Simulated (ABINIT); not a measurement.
Ta:

```xyz
2
Lattice="2.9004 0.0000 0.0000 -1.4502 2.5118 0.0000 0.0000 0.0000 5.1663" Properties=species:S:1:pos:R:3 pbc="T T T"
Ta    0.0000    1.6745    1.2916
Ta    1.4502    0.8373    3.8747
```

This isn't the form of Ta at room conditions, which is bcc.

```yaml
Program: ABINIT 10.8.3 (patched build)
Task: single point
Functional: PBE
Potentials_or_basis: JTH PAW PBE v2.0
Cutoff: 517 eV
k_mesh: 11 × 11 × 5
Occupations: fermi-dirac, width 0.05 eV
Spin: no spin polarisation
```

On this cell: pressure -1.2 GPa; largest force under 0.003 eV/Å; band gap on the k mesh none (metal or under the smearing width).

The same run follows on a disturbed copy (atoms moved at random, drawn with an rms of 0.05 Å):

```xyz
2
Lattice="2.9004 0.0000 0.0000 -1.4502 2.5118 0.0000 0.0000 0.0000 5.1663" Properties=species:S:1:pos:R:3 pbc="T T T"
Ta   -0.0172    1.6891    1.2547
Ta    1.4505    0.8163    3.9226
```

Problem. What does the disturbed cell give?

Solution. The energy (extrapolated to zero smearing) moves by +19.5 meV/atom; pressure -0.6 GPa; largest force 0.949 eV/Å; band gap on the k mesh none (metal or under the smearing width).

Forces in eV/Å, atoms in the order of the input:
```
Ta  -0.023  0.042  0.947
Ta   0.023 -0.042 -0.947
```

Stress tensor (GPa, compression positive):
```
-1.79  0.31 -0.06
 0.31 -0.36  0.13
-0.06  0.13  0.33
```
